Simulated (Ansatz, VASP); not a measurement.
# Cross-check of Al2O3 (Corundum) between VASP and Ansatz, part 2 of 2

Wanted: the spread between two codes on one cell, functional and k mesh. Of the first pair: The cell is taken from a series of runs on this material, whose earlier steps may have relaxed, scaled, displaced or heated it; both programs get it as it stands.

VASP 6.6.1 and Ansatz 0.2.0.

So far: Set-up; Ansatz: relaxation of cell and atoms, PBEsol with D3(BJ).

**3. VASP: relaxation of cell and atoms, PBEsol with D3(BJ)**

Level of this step: PBEsol with D3(BJ); plane waves and PAW (Al, O) (VASP).

The same cell, functional, mesh and smearing now go to VASP, with its own data sets.

Lines of VASP's logs that name or quote its potential files are left out, and so is its time.

File INCAR:

```
SYSTEM = Al2O3
PREC = Accurate
ENCUT = 600
EDIFF = 1E-07
NELM = 120
ISMEAR = 0
SIGMA = 0.02
LREAL = .FALSE.
ALGO = Normal
GGA = PS
IVDW = 12
NBANDS = 34
LORBIT = 11
LWAVE = .FALSE.
LCHARG = .FALSE.
ISIF = 3
IBRION = 2
NSW = 80
EDIFFG = -0.005
LASPH = .TRUE.
GGA_COMPAT = .FALSE.
NELMIN = 4
EFERMI = MIDGAP
KPAR = 2
```

File POSCAR:

```
Al2O3
1.0
    2.3802500000      1.3742380000      4.3318670000
   -2.3802500000      1.3742380000      4.3318670000
    0.0000000000     -2.7484760000      4.3318670000
Al O
4 6
Direct
    0.3521599347      0.3521599347      0.3521599347
    0.1478400268      0.1478400268      0.1478400268
    0.6478399883      0.6478399883      0.6478399883
    0.8521598963      0.8521598963      0.8521598963
    0.5566799514      0.9433200102      0.2499999808
    0.2500000040      0.5566799746      0.9433199637
    0.9433199869      0.2499999575      0.5566799979
    0.4433199717      0.0566799129      0.7499999423
    0.7499999190      0.4433199484      0.0566799594
    0.0566799361      0.7499999655      0.4433199252
```

File KPOINTS:

```
Automatic mesh
0
Gamma
6 6 6
0 0 0
```

Potentials, in the order of the species: Al and O (PBE family, release 64).

Started as:

```bash
mpirun -np 2 vasp_std
```

Numbers of over 12 decimals in the logs are rounded to 6 here.

The program printed:

```text
[banner, memory and clock lines left out]
running    2 mpi-ranks, on    1 nodes
 distrk:  each k-point on    1 cores,    2 groups
 distr:  one band on    1 cores,    1 groups

 POSCAR found type information on POSCAR AlO
 POSCAR found :  2 types and      10 ions
|                                                                             |
|               ----> ADVICE to this user running VASP <----                  |
|                                                                             |
|     You enforced a specific xc type in the INCAR file but a different       |
|     [... a line on the potential file left out ...]
|     I HOPE YOU KNOW WHAT YOU ARE DOING!                                     |
|                                                                             |

 LDA part: xc-table for (Slater+PW92), standard interpolation
 POSCAR, INCAR and KPOINTS ok, starting setup
 FFT: planning ... GRIDC
 FFT: planning ... GRID_SOFT
 FFT: planning ... GRID
 WAVECAR not read
 entering main loop
       N       E                     dE             d eps       ncg     rms          rms(c)
DAV:   1     0.249845483742E+03    0.24985E+03   -0.27676E+04  2176   0.151E+03
DAV:   2    -0.718413582053E+02   -0.32169E+03   -0.31008E+03  2788   0.304E+02
DAV:   3    -0.858144456627E+02   -0.13973E+02   -0.13923E+02  2808   0.655E+01
DAV:   4    -0.859273137558E+02   -0.11287E+00   -0.11280E+00  2696   0.672E+00
DAV:   5    -0.859286898982E+02   -0.13761E-02   -0.13759E-02  2750   0.742E-01    0.165E+01
DAV:   6    -0.787501673764E+02    0.71785E+01   -0.25958E+01  2666   0.271E+01    0.602E+00
DAV:   7    -0.787070271561E+02    0.43140E-01   -0.72528E-01  2616   0.428E+00    0.323E+00
DAV:   8    -0.786771415747E+02    0.29886E-01   -0.73305E-02  2674   0.216E+00    0.622E-01
DAV:   9    -0.786763904666E+02    0.75111E-03   -0.16502E-02  2784   0.674E-01    0.323E-01
DAV:  10    -0.786766640809E+02   -0.27361E-03   -0.46981E-04  2508   0.133E-01    0.631E-02
DAV:  11    -0.786766332011E+02    0.30880E-04   -0.23985E-04  2702   0.875E-02    0.243E-02
DAV:  12    -0.786766342931E+02   -0.10920E-05   -0.11087E-05  2646   0.206E-02    0.583E-03
DAV:  13    -0.786766335675E+02    0.72562E-06   -0.31934E-06  2670   0.991E-03    0.101E-03
DAV:  14    -0.786766334636E+02    0.10389E-06   -0.88512E-08  1656   0.194E-03    0.442E-04
DAV:  15    -0.786766335066E+02   -0.43011E-07   -0.67806E-09  1340   0.584E-04
   1 F= -.80623329E+02 E0= -.80623329E+02  d E =-.806233E+02
[...]
2 F= -.80625465E+02 E0= -.80625465E+02  d E =-.213529E-02
[...]
3 F= -.80629944E+02 E0= -.80629944E+02  d E =-.661406E-02
[...]
4 F= -.80630107E+02 E0= -.80630107E+02  d E =-.163764E-03
[...]
5 F= -.80630112E+02 E0= -.80630112E+02  d E =-.168285E-03
 curvature:  -0.40 expect dE=-0.519E-05 dE for cont linesearch -0.125E-09
 trial: gam= 0.02902 g(F)=  0.117E-04 g(S)=  0.126E-05 ort =-0.371E-06 (trialstep = 0.885E+00)
 search vector abs. value=  0.133E-04
 bond charge predicted
       N       E                     dE             d eps       ncg     rms          rms(c)
DAV:   1    -0.786654058965E+02   -0.64986E-04   -0.28269E-04  2238   0.108E-01    0.846E-03
DAV:   2    -0.786654049316E+02    0.96492E-06   -0.29563E-06  2808   0.107E-02    0.439E-03
DAV:   3    -0.786654045564E+02    0.37520E-06   -0.36467E-07  2292   0.413E-03    0.124E-03
DAV:   4    -0.786654045251E+02    0.31293E-07   -0.85925E-08  1334   0.196E-03
   6 F= -.80630120E+02 E0= -.80630120E+02  d E =-.793817E-05
 trial-energy change:   -0.000008  1 .order   -0.000008   -0.000011   -0.000005
 step:   1.5505(harm=  1.5505)  dis= 0.00054  next Energy=   -80.630122 (dE=-0.101E-04)
 reached required accuracy - stopping structural energy minimisation
```

OUTCAR, selected parts (step 3):

```text
ion  position               nearest neighbor table
   1  0.352  0.352  0.352-   9 1.85  10 1.85   8 1.85   5 1.97   6 1.97   7 1.97   2 2.66   3 2.79
                             3 2.79   3 2.79   2 3.22   2 3.22   2 3.22
   2  0.148  0.148  0.148-  10 1.85   9 1.85   8 1.85   5 1.97   6 1.97   7 1.97   1 2.66   4 2.79
                             4 2.79   4 2.79   1 3.22   1 3.22   1 3.22
   3  0.648  0.648  0.648-   6 1.85   7 1.85   5 1.85   8 1.97  10 1.97   9 1.97   4 2.66   1 2.79
                             1 2.79   1 2.79   4 3.22   4 3.22   4 3.22
   4  0.852  0.852  0.852-   7 1.85   6 1.85   5 1.85   8 1.97  10 1.97   9 1.97   3 2.66   2 2.79
                             2 2.79   2 2.79   3 3.22   3 3.22   3 3.22
   5  0.557  0.943  0.250-   3 1.85   4 1.85   1 1.97   2 1.97
   6  0.250  0.557  0.943-   3 1.85   4 1.85   1 1.97   2 1.97
   7  0.943  0.250  0.557-   3 1.85   4 1.85   1 1.97   2 1.97
   8  0.443  0.057  0.750-   1 1.85   2 1.85   3 1.97   4 1.97
   9  0.750  0.443  0.057-   1 1.85   2 1.85   3 1.97   4 1.97
  10  0.057  0.750  0.443-   1 1.85   2 1.85   3 1.97   4 1.97

  LATTYP: Found a trigonal (rhomboedric) cell.
 ALAT       =     5.1302233722
 COS(alpha) =     0.5694708097

 Subroutine GETGRP returns: Found 12 space group operations
 (whereof  6 operations were pure point group operations)

The static configuration has the point symmetry S_6 .
 The point group associated with its full space group is D_3d.

 Found     32 irreducible k-points:

   k-points           NKPTS =     32   k-points in BZ     NKDIM =     32   number of bands    NBANDS=     34

   dimension x,y,z NGX =    42 NGY =   42 NGZ =   42
   dimension x,y,z NGXF=    84 NGYF=   84 NGZF=   84

   ENCUT  =  600.0 eV  44.10 Ry    6.64 a.u.  10.25 10.25 10.25*2*pi/ulx,y,z

   NELECT =      48.0000    total number of electrons

 k-points in reciprocal lattice and weights: Automatic mesh
   0.00000000  0.00000000  0.00000000       0.005
   0.16666667  0.00000000  0.00000000       0.028
   0.33333333 -0.00000000  0.00000000       0.028
   0.50000000  0.00000000  0.00000000       0.014
   0.16666667  0.16666667  0.00000000       0.028
   0.33333333  0.16666667  0.00000000       0.056
   0.50000000  0.16666667  0.00000000       0.056
  -0.33333333  0.16666667 -0.00000000       0.056
  -0.16666667  0.16666667  0.00000000       0.028
[...]
-0.33333333  0.50000000  0.33333333       0.028
   0.50000000  0.50000000  0.50000000       0.005

 Edisp (eV)   -1.96477

 average (electrostatic) potential at core
       1 -70.9746       2 -70.9746       3 -70.9746       4 -70.9746       5 -66.9282
       6 -66.9282       7 -66.9282       8 -66.9282       9 -66.9282      10 -66.9282

 E-fermi :   9.2545

 k-point     1 :       0.0000    0.0000    0.0000
  band No.  band energies     occupation
    ...
     20       5.6154      2.00000
     21       5.6154      2.00000
     22       6.0866      2.00000
     23       6.0866      2.00000
     24       6.1368      2.00000
     25      12.3721      0.00000
     26      15.1578      0.00000
     27      16.9323      0.00000
     28      17.6226      0.00000
     29      17.6226      0.00000
    ...

 k-point     2 :       0.1667    0.0000    0.0000
  band No.  band energies     occupation
    ...
     20       5.2372      2.00000
     21       5.4214      2.00000
     22       5.7768      2.00000
     23       6.0457      2.00000
     24       6.0833      2.00000
     25      13.0036      0.00000
     26      15.6744      0.00000
     27      16.4707      0.00000
     28      17.2369      0.00000
     29      17.3591      0.00000
    ...

 k-point     3 :       0.3333   -0.0000    0.0000
  band No.  band energies     occupation
    ...
     20       4.7594      2.00000
     21       5.2602      2.00000
     22       5.5708      2.00000
     23       5.8940      2.00000
     24       5.9431      2.00000
     25      14.3124      0.00000
     26      15.9248      0.00000
     27      16.2079      0.00000
     28      16.6506      0.00000
     29      16.9429      0.00000
    ...

 Edisp (eV)   -1.96472

  Total       0.00050     0.00050    -0.00903     0.00000    -0.00000     0.00000
  in kB       0.00948     0.00948    -0.17165     0.00000    -0.00000     0.00000
  external pressure =       -0.05 kB  Pullay stress =        0.00 kB

  energy-cutoff  :      600.00
  volume of cell :       84.25
      direct lattice vectors                 reciprocal lattice vectors
     2.374724808  1.371048029  4.312974215     0.210550712  0.121561509  0.077286187
    -2.374724808  1.371048029  4.312974215    -0.210550712  0.121561509  0.077286187
     0.000000000 -2.742096058  4.312974215     0.000000000 -0.243123017  0.077286187

 POSITION                                       TOTAL-FORCE (eV/Angst)
 -----------------------------------------------------------------------------------
      0.00000      0.00000      4.55483         0.000000      0.000000      0.003327
      0.00000      0.00000      1.91463         0.000000     -0.000000     -0.003327
      0.00000      0.00000      8.38409         0.000000      0.000000     -0.003327
      0.00000      0.00000     11.02429         0.000000      0.000000      0.003327
     -0.92156      1.37105      7.54770        -0.000388      0.000000      0.000000
     -0.72658     -1.48361      7.54770         0.000194     -0.000336     -0.000000
      1.64814      0.11257      7.54770         0.000194      0.000336      0.000000
      0.92156     -1.37105      5.39122         0.000388     -0.000000      0.000000
      0.72658      1.48361      5.39122        -0.000194      0.000336      0.000000
     -1.64814     -0.11257      5.39122        -0.000194     -0.000336     -0.000000
 -----------------------------------------------------------------------------------
    total drift:                                0.000181      0.000001      0.003386

  FREE ENERGIE OF THE ION-ELECTRON SYSTEM (eV)
  ---------------------------------------------------
  free  energy   TOTEN  =       -80.6301197521 eV

  energy  without entropy=      -80.6301197521  energy(sigma->0) =      -80.63011975

 reached required accuracy - stopping structural energy minimisation

 total charge
# of ion       s       p       d       tot
------------------------------------------
    1        0.315   0.411   0.000   0.726
    2        0.315   0.411   0.000   0.726
    3        0.315   0.411   0.000   0.726
    4        0.315   0.411   0.000   0.726
    5        1.539   3.635   0.000   5.175
    6        1.539   3.635   0.000   5.175
    7        1.539   3.635   0.000   5.175
    8        1.539   3.635   0.000   5.175
    9        1.539   3.635   0.000   5.175
   10        1.539   3.635   0.000   5.175
--------------------------------------------------
tot         10.496  23.455   0.000  33.951

[... 3 further parts left out ...]
```

CONTCAR:

```
Al2O3
   1.00000000000000
     2.3747248084284180    1.3710480290070788    4.3129742154422948
    -2.3747248084284180    1.3710480290070788    4.3129742154422948
     0.0000000000000000   -2.7420960580141576    4.3129742154422948
  Al              O
     4     6
Direct
     0.3520256136451920    0.3520256136451920    0.3520256136451920
     0.1479743478548030    0.1479743478548030    0.1479743478548030
     0.6479743093548052    0.6479743093548052    0.6479743093548052
     0.8520255752451960    0.8520255752451960    0.8520255752451960
     0.5559659130354060    0.9440340485645908    0.2499999807999984
     0.2500000040000330    0.5559659362354407    0.9440340020645268
     0.9440340252645615    0.2499999574999691    0.5559659595354700
     0.4440340100645930    0.0559658745354081    0.7499999423000006
     0.7499999189999640    0.4440339867645637    0.0559659210354721
     0.0559658977354356    0.7499999655000353    0.4440339635645291
```

**4. Differences**

Known differences besides the potentials themselves: the cutoff is 420 eV in Ansatz and 600 eV in VASP; Ansatz makes its cores anew for this functional, VASP keeps those of its PBE data sets; Ansatz adds a Pulay correction to the stress that steers its cell, VASP none. Total energies have different zeros and are not compared.

Compared:

```tsv
quantity	Ansatz	VASP	difference
volume (Å³)	84.32	84.25	+0.08 %
edge a after relaxation, in the typed setting (Å)	5.113	5.111	+0.03 %
```

**5. VASP: relaxation of cell and atoms, BLYP**

The relaxed volume is the usual yardstick between codes: in a stiff, nearly cubic crystal its relative difference is about their pressure difference at one cell divided by the bulk modulus.

Changes to INCAR since step 3:

```diff
@@ -9,4 +9,7 @@
 ALGO = Normal
-GGA = PS
-IVDW = 12
+GGA = B5
+ALDAX = 1
+AGGAX = 1
+AGGAC = 1
+ALDAC = 0
 NBANDS = 34
```

File POSCAR:

```
Al2O3
1.0
    2.4177584021      1.3958934871      4.4019724526
   -2.4177584021      1.3958934871      4.4019724526
    0.0000000000     -2.7917869742      4.4019724526
Al O
4 6
Direct
    0.3524255528      0.3524255528      0.3524255528
    0.1475744087      0.1475744087      0.1475744087
    0.6475743702      0.6475743702      0.6475743702
    0.8524255144      0.8524255144      0.8524255144
    0.5562825633      0.9437173983      0.2499999808
    0.2500000040      0.5562825865      0.9437173518
    0.9437173750      0.2499999575      0.5562826098
    0.4437173598      0.0562825248      0.7499999423
    0.7499999190      0.4437173365      0.0562825713
    0.0562825480      0.7499999655      0.4437173133
```

KPOINTS is that of step 3.

Started as:

```bash
mpirun -np 2 vasp_std
```

The program printed:

```text
[banner, memory and clock lines left out]
running    2 mpi-ranks, on    1 nodes
[...]
[... a notice as in an earlier step ...]

 LDA part: xc-table for (Slater(with rela. corr.)+VWN5), standard interpolation
 POSCAR, INCAR and KPOINTS ok, starting setup
[...]
entering main loop
       N       E                     dE             d eps       ncg     rms          rms(c)
DAV:   1     0.257284305938E+03    0.25728E+03   -0.27660E+04  2176   0.150E+03
DAV:   2    -0.665410702866E+02   -0.32383E+03   -0.31283E+03  2772   0.304E+02
DAV:   3    -0.810383977750E+02   -0.14497E+02   -0.14443E+02  2808   0.668E+01
DAV:   4    -0.811637981509E+02   -0.12540E+00   -0.12532E+00  2672   0.710E+00
[...]
DAV:  12    -0.713393152760E+02   -0.19147E-05   -0.56052E-06  2638   0.163E-02    0.110E-02
DAV:  13    -0.713393144879E+02    0.78808E-06   -0.23111E-06  2642   0.893E-03    0.326E-03
DAV:  14    -0.713393144240E+02    0.63917E-07   -0.19953E-07  1812   0.266E-03
   1 F= -.71339314E+02 E0= -.71339314E+02  d E =-.713393E+02
[...]
N       E                     dE             d eps       ncg     rms          rms(c)
DAV:   1    -0.713394497793E+02   -0.13529E-03   -0.28549E-03  2572   0.357E-01    0.879E-02
DAV:   2    -0.713393159904E+02    0.13379E-03   -0.53308E-04  2586   0.130E-01    0.125E-02
DAV:   3    -0.713393147666E+02    0.12238E-05   -0.10889E-05  2472   0.189E-02    0.563E-03
DAV:   4    -0.713393141010E+02    0.66555E-06   -0.89022E-07  2716   0.611E-03    0.178E-03
DAV:   5    -0.713393141474E+02   -0.46396E-07   -0.14739E-07  1480   0.219E-03
   2 F= -.71339314E+02 E0= -.71339314E+02  d E =0.276568E-06
 trial-energy change:    0.000000  1 .order   -0.000004   -0.000036    0.000028
 step:   0.4628(harm=  0.5625)  dis= 0.00005  next Energy=   -71.339322 (dE=-0.782E-05)
 reached required accuracy - stopping structural energy minimisation
```

Parts of OUTCAR (step 5):

```text
  Total        0.0432315      0.0432315      0.0319041      0.0000000      0.0000000      0.0000000
  in kB        0.7775936      0.7775937      0.5738507      0.0000000      0.0000000      0.0000000
  external PRESSURE =       0.7096793 kB  Pullay stress =       0.0000000 kB

 POSITION                                       TOTAL-FORCE (eV/Angst)
 -----------------------------------------------------------------------------------
      0.00000      0.00000      4.65305         0.000000      0.000000      0.000213
      0.00000      0.00000      1.94827         0.000000      0.000000     -0.000213
      0.00000      0.00000      8.54958         0.000000      0.000000     -0.000213
      0.00000      0.00000     11.25436        -0.000000      0.000000      0.000213
     -0.93657      1.39558      7.70153         0.000535      0.000000      0.000000
     -0.74032     -1.50889      7.70153        -0.000267      0.000463     -0.000000
      1.67689      0.11331      7.70153        -0.000267     -0.000463      0.000000
      0.93657     -1.39558      5.50110        -0.000535      0.000000     -0.000000
      0.74032      1.50889      5.50110         0.000267     -0.000463     -0.000000
     -1.67689     -0.11331      5.50110         0.000267      0.000463     -0.000000
 -----------------------------------------------------------------------------------
    total drift:                                0.000186      0.000001      0.003530

  FREE ENERGIE OF THE ION-ELECTRON SYSTEM (eV)
  ---------------------------------------------------
  free  energy   TOTEN  =       -71.3393141474 eV

  energy  without entropy=      -71.3393141474  energy(sigma->0) =      -71.33931415

[... 2 parts as in an earlier step ...]

[... 2 further parts left out ...]
[key lines of the parts left out:]
E-fermi :   8.8863
```

**6. Ansatz: relaxation of cell and atoms, BLYP**

Its own start cell and the same functional (in two slightly different forms), mesh and smearing now go to Ansatz.

The two relaxations start from unlike cells of this crystal (the structure described is Ansatz's start), so only their ends are compared.

File input.yaml:

```yaml
crystal:
  lattice:
    - [2.38025, 1.3742379782, 4.3318666667]
    - [-2.38025, 1.3742379782, 4.3318666667]
    - [0.0, -2.7484759565, 4.3318666667]
  atoms:
    - { symbol: Al, position: [0.35216, 0.35216, 0.35216] }
    - { symbol: Al, position: [0.14784, 0.14784, 0.14784] }
    - { symbol: Al, position: [0.64784, 0.64784, 0.64784] }
    - { symbol: Al, position: [0.85216, 0.85216, 0.85216] }
    - { symbol: O, position: [0.55668, 0.94332, 0.25] }
    - { symbol: O, position: [0.25, 0.55668, 0.94332] }
    - { symbol: O, position: [0.94332, 0.25, 0.55668] }
    - { symbol: O, position: [0.44332, 0.05668, 0.75] }
    - { symbol: O, position: [0.75, 0.44332, 0.05668] }
    - { symbol: O, position: [0.05668, 0.75, 0.44332] }
kpoints:
  mp_grid: { grid: [6, 6, 6] }
hamiltonian:
  xc: blyp
scf:
  occupations: { method: gaussian, width: 0.02 }
output:
  forces: true
  stress: true
  eigenvalues: true
basis:
  ecutwfc: 420.0
relax:
  adjacent_minimum: "off"
  f_tol: 0.005
  max_steps: 60
  cell: { stress_tol: 0.03 }
```

Started as:

```bash
ansatz run input.yaml --threads 4 --pin off --max-ram 16384MiB --backend cpu --events-out ev --progress --plain --runs-dir out
```

The program printed:

```text
[...]
Crystal: 10 atoms, lattice volume = 85.018 Å³
Basis set: ecut = 420 eV, 1653 PW (Γ), exchange–correlation on 72×72×72 points (8 copies of the dense FFT grid, shifted against one another)
Bands: 34, of which v1, the nominal top of the filled ones, is band 24 counted from 1 (23 counted from 0)
Symmetry: 12 space group operations
[...]
k-points: 32 of 216
[...]
- { symbol: Al, position: [0.647525, 0.647525, 0.647525] }
    - { symbol: Al, position: [0.852475, 0.852475, 0.852475] }
    - { symbol: O, position: [0.556487, 0.943513, 0.250000] }
    - { symbol: O, position: [0.250000, 0.556487, 0.943513] }
    - { symbol: O, position: [0.943513, 0.250000, 0.556487] }
    - { symbol: O, position: [0.443513, 0.056487, 0.75] }
    - { symbol: O, position: [0.75, 0.443513, 0.056487] }
    - { symbol: O, position: [0.056487, 0.75, 0.443513] }
[key lines of the parts left out:]
SCF converged after 5 iterations
Free energy (F): -5595.038722 eV
Fermi energy:    10.420948 eV
P = ⅓ Tr σ = 0.0099 GPa (0.099 kbar)
```

**7. Differences**

What differs besides the data sets and the points named for the pairs above, as far as they apply: VASP's log shows a relativistic correction to its local exchange, Ansatz's none. Total energies have different zeros and are not compared.

Compared:

```tsv
quantity	Ansatz	VASP	difference
volume (Å³)	89.03	89.08	-0.05 %
edge a after relaxation, in the typed setting (Å)	5.211	5.211	+0.00 %
```

**8. What came out**

| Quantity | Value |
| --- | --- |
| difference in volume (relaxation of cell and atoms, PBEsol with D3(BJ)) | 0.083 % |
| difference in volume (relaxation of cell and atoms, BLYP) | -0.047 % |

The difference in volume is 0.083 % (relaxation of cell and atoms, PBEsol with D3(BJ)), within the 1.2 % picked in this series as the mark of a large difference, as far as the stopping tolerances let one tell. How closely two codes agree says nothing of how well the functional describes the real material.

[Lines on the potential files, build, host, timing and source positions are cut from VASP's logs without a mark.]

[Logs are printed without paths, hosts, clocks, repeated set-up lines and the standing remarks that a program may print on its own settings, such as how far it seeks lower states.]

[Hosts, paths, dates, database ids (printed as entryN), source tags and the programs' standing remarks are cut or masked in the printed files.]
